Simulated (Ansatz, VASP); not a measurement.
Pb in VASP and in Ansatz

File INCAR:

```
PREC = Accurate
ENCUT = 520
EDIFF = 1E-6
ISMEAR = -1
SIGMA = 0.05
LREAL = False
LASPH = True
NELM = 80
ALGO = Fast
ISIF = 2
LWAVE = False
LCHARG = True
GGA = PE
LELF = True
LVHAR = True
NBANDS = 13
```

File KPOINTS:

```
regular mesh
0
Gamma
  9 9 9
```

The input POSCAR:

```
Pb
1.0
   -0.0069630000      2.4696840000      2.4484290000
    2.4475870000     -0.0269830000      2.4684490000
    2.4538240000      2.4959410000     -0.0332200000
Pb
1
Direct
   -0.0123650000      0.0070870000      0.0165600000
```

The input input.yaml:

```yaml
crystal:
  lattice:
    - [-0.006963, 2.469684, 2.448429]
    - [2.447587, -0.026983, 2.468449]
    - [2.453824, 2.495941, -0.03322]
  atoms:
    - { symbol: Pb, position: [-0.012365, 0.007087, 0.01656] }
hamiltonian:
  xc: pbe
  pseudopotentials: { kind: paw, azcp: { folder: soft_1 } }
kpoints:
  mp_grid: { grid: [9, 9, 9] }
scf:
  occupations: { method: fermi_dirac, width: 0.05 }
output:
  forces: true
  stress: true
  eigenvalues: true
```

Change from the starting cell: cell strained at random at fixed volume.

Alike in both runs: task single point; functional PBE; k mesh 9 × 9 × 9; occupations fermi-dirac, width 0.05 eV; no spin polarisation.

|  | VASP | Ansatz |
| --- | --- | --- |
| version | VASP 6.6.1 | Ansatz 0.2.0 |
| potentials or method | VASP PAW PBE potentials, release 64 (Pb_d) | Ansatz PAW soft_1 |
| plane-wave cutoff (eV) | 520 | 420 |
| valence electrons in the cell | 14 | 14 |

|  | VASP | Ansatz | Ansatz less VASP |
| --- | --- | --- | --- |
| gap on the k mesh at the Fermi level (eV) | none | none | - |
| pressure (GPa) | 2.3 | 2.3 | +0.03 |
| largest component of the traceless stress (GPa) | 0.77 | 0.76 | -0.001 |

A gap of «none» marks a metal or a gap that the smearing closes.

Spin-orbit coupling is left out, which matters for the levels of Pb.
